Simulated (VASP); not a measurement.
# GaN (F-43m) in VASP: Born charges and dielectric tensor with LDA

Aim: the Born charges and dielectric tensor of GaN with LDA.

All numbers are computed with VASP 6.6.1; they aren't measurements. Logs are shortened: lines on timing, memory, paths and dates and some standing lists are left out, and cuts for length are marked.

**The experiment to reproduce.**

From a printed reference work, textbook, for a bulk crystal of GaN at 0 K: band gap 3.299 eV (direct).

The results are compared with them further down.

## Step 1: The structure

The structure is cubic, space group F-43m (No. 216). Conventional cell: a = 4.583 Å, b = 4.583 Å, c = 4.583 Å, α = 90.00°, β = 90.00°, γ = 90.00°. Around Ga (site symmetry -43m) lie 4 N at 1.98 Å. N (site symmetry -43m) is surrounded by 4 Ga at 1.98 Å.

The cell is a database's computed one.

## Step 2: Born charges and dielectric tensor, LDA

INCAR reads:

```
SYSTEM = GaN
  ALGO = Fast
  EDIFF = 1E-8
  ENCUT = 600
  IBRION = 8
  ISIF = 2
  ISMEAR = 0
  LASPH = .TRUE.
  LCHARG = .FALSE.
  LEPSILON = .TRUE.
  LREAL = .FALSE.
  LWAVE = .FALSE.
  NELM = 60
  NSW = 1
  PREC = Accurate
  SIGMA = 0.02
```

KPOINTS reads:

```
k-points
0
G
  10 10 10
  0 0 0
```

POSCAR reads:

```
GaN
1.0
    0.0000000000      2.2914200000      2.2914200000
    2.2914200000      0.0000000000      2.2914200000
    2.2914200000      2.2914200000      0.0000000000
Ga N
1 1
Direct
    0.0000000000      0.0000000000      0.0000000000
    0.2500000000      0.2500000000      0.2500000000
```

Potentials or basis: VASP PAW LDA potentials, release 64 (Ga_d, N).

The run is started by

```bash
> cat potpaw_LDA.64/Ga_d/POTCAR potpaw_LDA.64/N/POTCAR > POTCAR
> mpirun -np 1 vasp_std > vasp.out
```

OUTCAR:

```text
SYSTEM = GaN
   EDIFF = 1E-8
   ENCUT = 600
   IBRION = 8
   ISIF = 2
   ISMEAR = 0
   LASPH = .TRUE.
   LEPSILON = .TRUE.
   LREAL = .FALSE.
   NELM = 60
   NSW = 1
   PREC = Accurate

 ion  position               nearest neighbor table
   1  0.000  0.000  0.000-   2 1.98   2 1.98   2 1.98   2 1.98
   2  0.250  0.250  0.250-   1 1.98   1 1.98   1 1.98   1 1.98

  LATTYP: Found a face centered cubic cell.
 ALAT       =     4.5828400000

  Lattice vectors:

 A1 = (   0.0000000000,   2.2914200000,   2.2914200000)
 A2 = (   2.2914200000,   0.0000000000,   2.2914200000)
 A3 = (   2.2914200000,   2.2914200000,   0.0000000000)

Analysis of symmetry for initial positions (statically):
=====================================================================
 Subroutine PRICEL returns:
 Original cell was already a primitive cell.

 Routine SETGRP: Setting up the symmetry group for a
 face centered cubic supercell.

 Subroutine GETGRP returns: Found 24 space group operations
 (whereof 24 operations were pure point group operations)
 out of a pool of 48 trial point group operations.

The static configuration has the point symmetry T_d .

Analysis of symmetry for dynamics (positions and initial velocities):
=====================================================================
 Subroutine PRICEL returns:
 Original cell was already a primitive cell.

 Routine SETGRP: Setting up the symmetry group for a
 face centered cubic supercell.

 Subroutine GETGRP returns: Found 24 space group operations
 (whereof 24 operations were pure point group operations)
 out of a pool of 48 trial point group operations.

The dynamic configuration has the point symmetry T_d .

 Subroutine INISYM returns: Found 24 space group operations
 (whereof 24 operations are pure point group operations),
 and found     1 'primitive' translations

----------------------------------------------------------------------------------------

                                     Primitive cell

  volume of cell :      24.0627

  direct lattice vectors                    reciprocal lattice vectors
     0.000000000  2.291420000  2.291420000    -0.218205305  0.218205305  0.218205305
     2.291420000  0.000000000  2.291420000     0.218205305 -0.218205305  0.218205305
     2.291420000  2.291420000  0.000000000     0.218205305  0.218205305 -0.218205305

  length of vectors
     3.240557241  3.240557241  3.240557241     0.377942675  0.377942675  0.377942675

  position of ions in fractional coordinates (direct lattice)
     0.000000000  0.000000000  0.000000000
     0.250000000  0.250000000  0.250000000

  ion indices of the primitive-cell ions
   primitive index   ion index
                 1           1
                 2           2

----------------------------------------------------------------------------------------

 KPOINTS: k-points

Automatic generation of k-mesh.
 Grid dimensions read from file:
 generate k-points for:   10   10   10

 Generating k-lattice:

  Cartesian coordinates                     Fractional coordinates (reciprocal lattice)
[... 536 lines left out ...]
  ---------------------------------------------------
  free energy    TOTEN  =        -0.38199149 eV

  energy without entropy =       -0.38199149

------------------------ aborting loop because EDIFF is reached ----------------------------------------

--------------------------------------- Ionic step        2  -------------------------------------------

------------------------ aborting loop because EDIFF is reached ----------------------------------------

--------------------------------------- Ionic step        3  -------------------------------------------

------------------------ aborting loop because EDIFF is reached ----------------------------------------

 PIEZOELECTRIC TENSOR FIELD DIRECTION 3  (e Angst)
 -----------------------------------------------------------------------------
    -0.00121 -1.54863  0.00000           ( -0.00001 -0.10840  0.00000)
    -1.54863 -0.00121  0.00000           ( -0.10840 -0.00001  0.00000)
     0.00000  0.00000  0.00127           (  0.00000  0.00000 -0.00000)

 PIEZOELECTRIC TENSOR FIELD DIRECTION 3  (C/m^2)
 -----------------------------------------------------------------------------
    -0.00080 -1.03113  0.00000
    -1.03113 -0.00080  0.00000
     0.00000  0.00000  0.00084

--------------------------------------- Ionic step        4  -------------------------------------------

------------------------ aborting loop because EDIFF is reached ----------------------------------------

[... ionic steps 5 to 6 ...]

--------------------------------------- Ionic step        7  -------------------------------------------

 Free energy of the ion-electron system (eV)
  ---------------------------------------------------
  ---------------------------------------------------
  free energy    TOTEN  =        -0.22751524 eV

  energy without entropy =       -0.22751524

------------------------ aborting loop because EDIFF is reached ----------------------------------------

 INTERNAL STRAIN TENSOR  FOR ION    2  DIRECTION 1   (eV/Angst):
 -----------------------------------------------------------------------------
     0.00038  0.00000  0.00000
     0.00000 -0.00423 -4.92299
     0.00000 -4.92299 -0.00423

 MACROSCOPIC STATIC DIELECTRIC TENSOR (including local field effects in DFT)
 ------------------------------------------------------
           6.450143    -0.000000    -0.000000
           0.000000     6.450143     0.000000
          -0.000000    -0.000000     6.450143
 ------------------------------------------------------

 PIEZOELECTRIC TENSOR (including local field effects)  for field in x, y, z        (e  Angst)
          XX          YY          ZZ          XY          YZ          ZX
  --------------------------------------------------------------------------------
  x     0.00000     0.00000     0.00000     0.00000    -1.54905     0.00000
  y    -0.00000     0.00000    -0.00000     0.00000     0.00000    -1.54905
  z     0.00000     0.00000    -0.00000    -1.54905     0.00000     0.00000

 PIEZOELECTRIC TENSOR (including local field effects)  for field in x, y, z        (C/m^2)
          XX          YY          ZZ          XY          YZ          ZX
  --------------------------------------------------------------------------------
  x     0.00000     0.00000     0.00000     0.00000    -1.03141     0.00000
  y    -0.00000     0.00000    -0.00000     0.00000     0.00000    -1.03141
  z     0.00000     0.00000    -0.00000    -1.03141     0.00000     0.00000

 BORN EFFECTIVE CHARGES (including local field effects) (in |e|, cummulative output)
 ---------------------------------------------------------------------------------
 ion    1
    1     2.66965    -0.00000    -0.00000
    2     0.00000     2.66965    -0.00000
    3     0.00000     0.00000     2.66965
 ion    2
    1    -2.66965     0.00000     0.00000
    2    -0.00000    -2.66965     0.00000
    3    -0.00000    -0.00000    -2.66965

 INTERNAL STRAIN TENSOR FOR ION    2 for displacements in x,y,z  (eV/Angst):
          X           Y           Z          XY          YZ          ZX
  --------------------------------------------------------------------------------
  x     0.00000     0.00000     0.00000     0.00000    -4.92299     0.00000
  y     0.00000     0.00000     0.00000     0.00000     0.00000    -4.92299
  z     0.00000     0.00000     0.00000    -4.92299     0.00000     0.00000

 SECOND DERIVATIVES (NOT SYMMETRIZED)
 ------------------------------------
               1X          1Y          1Z          2X          2Y          2Z
  1X   -10.269364    0.000000    0.000000   10.269364    0.000000    0.000000
  1Y     0.000000  -10.269364    0.000000    0.000000   10.269364    0.000000
  1Z     0.000000    0.000000  -10.269364    0.000000    0.000000   10.269364
  2X    10.302474    0.000000    0.000000  -10.302474    0.000000    0.000000
  2Y     0.000000   10.302474    0.000000    0.000000  -10.302474    0.000000
  2Z     0.000000    0.000000   10.302474    0.000000    0.000000  -10.302474

 Eigenvectors and eigenvalues of the dynamical matrix
 ----------------------------------------------------

   1 f  =   14.691369 THz    92.308593 2PiTHz  490.051319 cm-1    60.758593 meV
             X         Y         Z           dx          dy          dz
      0.000000  0.000000  0.000000     0.000000    0.408388    0.000000
      1.145710  1.145710  1.145710     0.000000   -0.912809    0.000000
[... 21 lines left out ...]
   6 f/i=    0.008815 THz     0.055384 2PiTHz    0.294024 cm-1     0.036454 meV
             X         Y         Z           dx          dy          dz
      0.000000  0.000000  0.000000     0.000000    0.000000    0.912809
      1.145710  1.145710  1.145710     0.000000    0.000000    0.408388

--------------------------------------------------------------------------------------------------------

 MACROSCOPIC STATIC DIELECTRIC TENSOR IONIC CONTRIBUTION
 ------------------------------------------------------
           5.210606     0.000000    -0.000000
           0.000000     5.210606     0.000000
          -0.000000     0.000000     5.210606
 ------------------------------------------------------

 ELASTIC MODULI CONTR FROM IONIC RELAXATION (kBar)
 Direction    XX          YY          ZZ          XY          YZ          ZX
 --------------------------------------------------------------------------------
 XX          -0.0000     -0.0000     -0.0000     -0.0000      0.0000      0.0000
 YY          -0.0000     -0.0000     -0.0000     -0.0000     -0.0000      0.0000
 ZZ          -0.0000     -0.0000     -0.0000      0.0000     -0.0000      0.0000
 XY          -0.0000     -0.0000      0.0000   -138.4874      0.0000      0.0000
 YZ           0.0000     -0.0000     -0.0000      0.0000   -138.4874      0.0000
 ZX           0.0000      0.0000      0.0000      0.0000      0.0000   -138.4874
 --------------------------------------------------------------------------------

 PIEZOELECTRIC TENSOR IONIC CONTR  for field in x, y, z        (C/m^2)
          XX          YY          ZZ          XY          YZ          ZX
  --------------------------------------------------------------------------------
  x     0.00000     0.00000     0.00000    -0.00000     0.79932    -0.00000
  y    -0.00000     0.00000    -0.00000    -0.00000     0.00000     0.79932
  z     0.00000     0.00000    -0.00000     0.79932     0.00000     0.00000
```

Run time: 5.9 min. Hardware: 1 thread of Intel Xeon Platinum 8559C (Emerald Rapids), shared host; peak memory 0.29 GiB.

What came out:

```
Band gap on the k mesh                                  : 1.42 eV, direct
Electronic dielectric tensor (diagonal)                 : 6.45
Born charges (mean of the diagonal)                     : Ga +2.67; N -2.67 e
Highest phonon frequency at Γ, LO-TO splitting left out : 490 cm⁻¹
```

Levels at points of the mesh, in eV from the valence-band top:
| k point | band 5 | band 6 | band 7 | band 8 | band 9 | band 10 | band 11 | band 12 | band 13 |
| --- | --- | --- | --- | --- | --- | --- | --- | --- | --- |
| (0.00, 0.00, 0.00) | -13.25 | -13.25 | 0.00 | 0.00 | 0.00 | 1.42 | 9.80 | 9.80 | 9.80 |
| (0.50, 0.00, 0.00) | -13.20 | -11.84 | -6.80 | -0.92 | -0.92 | 4.20 | 8.35 | 9.94 | 9.94 |
| (0.50, 0.50, 0.00) | -13.18 | -11.35 | -6.00 | -2.56 | -2.56 | 3.23 | 6.19 | 11.16 | 13.24 |

Phonon frequencies in cm⁻¹ (negative: imaginary):
```csv
q point,frequencies
"(0.000, 0.000, 0.000)",0 0 0 490 490 490
```

Electronic dielectric tensor:
```
6.45 0.00 0.00
0.00 6.45 0.00
0.00 0.00 6.45
```

Born effective charge tensors (e):
atom 1, Ga
```
2.67 0.00 0.00
0.00 2.67 0.00
0.00 0.00 2.67
```
atom 2, N
```
-2.67  0.00  0.00
 0.00 -2.67  0.00
 0.00  0.00 -2.67
```

## Step 3: Against experiment

Step 2. Against the measured gap of GaN, 3.299 eV (direct; 0 K; a printed reference work, textbook), the calculated 1.42 eV is off by -1.88 eV. So large a miss can be the level of theory's own, or it may mean another phase, state or a wrong row. Spin-orbit coupling on Ga is left out. The value is that of LDA, without temperature or zero-point motion. Semilocal functionals fall short of measured gaps as a rule. The cell is a database's relaxed one, not the measured one, which moves gaps too.
